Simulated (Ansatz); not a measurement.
Start of a relaxation of Be:

```yaml
crystal:
  lattice:
    - [2.65709, 0.00000, 0.00000]
    - [0.00000, 2.65709, 0.00000]
    - [0.00000, 0.00000, 2.31327]
  atoms:
    - { symbol: Be, position: [0.50000, 0.50000, 0.00000] }
```

Method: Ansatz, DFT PBE, scalar-relativistic, plane waves, PAW. Cutoff 420 eV, Gaussian smearing, Γ-centred meshes. Cell and atoms relax first on a coarse mesh and then on a finer one. In between, the cell is made exact in the group found at 0.06 Å. In metals the finer mesh still leaves noise of several meV/atom or more. The steps can't lower the symmetry of their start. No spin polarisation.

A guess keeps its type if space group and coordination stay and the shape of the cell changes little (axis ratios within about 15 %, angles within 6°); the volume may change.

Problem. Does it keep its structure type, or change into something else?

Solution. It keeps its type. The symmetry stays P4/mmm (No. 123). The volume per atom shrinks by 36.9 %, from 16.3 to 10.3 Å³. The shortest distance goes from 2.31 Å (Be–Be) to 2.07 Å (Be–Be). The ratio c/a of the conventional cell changes by a factor of 1.06. Counting neighbours within 15 % of an atom's shortest distance, the start has Be 6 and the end Be 6.

The last run used a 24×24×26 mesh (in the run's order of axes) for its 1-atom cell and Gaussian smearing of 0.10 eV. A later test with randomly moved atoms led to a structure 960 meV/atom lower, so this end is a saddle point or a shallow minimum.
